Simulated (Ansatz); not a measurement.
Crystal: PtS2.

```
Pt S
1.0
     3.54320    0.00000    0.00000
    -1.77160    3.06850    0.00000
     0.00000    0.00000    5.03880
Pt S
1 2
Direct
  0.00000 0.00000 0.00000
  0.66667 0.33333 0.77300
  0.33333 0.66667 0.22700
```

Base run:

- Program: Ansatz 0.2.0
- Functional: LDA
- Potentials or basis: Ansatz PAW
- Cutoff: 420 eV (not typed: the program's choice for these potentials)
- k mesh: 9 × 9 × 5
- Occupations: fermi-dirac, width 0.05 eV
- Spin: no spin polarisation

Its results: band gap on the k mesh 0.90 eV, indirect (least direct gap 0.95 eV); pressure 3.6 GPa; largest force 0.805 eV/Å.

Question: The run is repeated on the same cell with these changes: functional from LDA to r2SCAN; cutoff from 420 eV (not typed: the program's choice for these potentials) to 500 eV (not typed: the program's choice for these potentials). What comes out?

Answer: Band gap on the k mesh 1.19 eV, indirect (least direct gap 1.26 eV); pressure 9.3 GPa; largest force 1.216 eV/Å.

r2SCAN gives the wider gap, since meta-GGAs in the generalised Kohn-Sham scheme recover part of the derivative discontinuity.

Caveats: spin-orbit coupling is left out, which moves the levels of the heavy elements; the PAW data sets come from PBE, with cores solved anew for the run's functional, which leaves a small shift of forces and pressure; forces of over 1 eV/Å show positions far from the minimum, so gaps and moduli don't describe the material at rest (some runs).
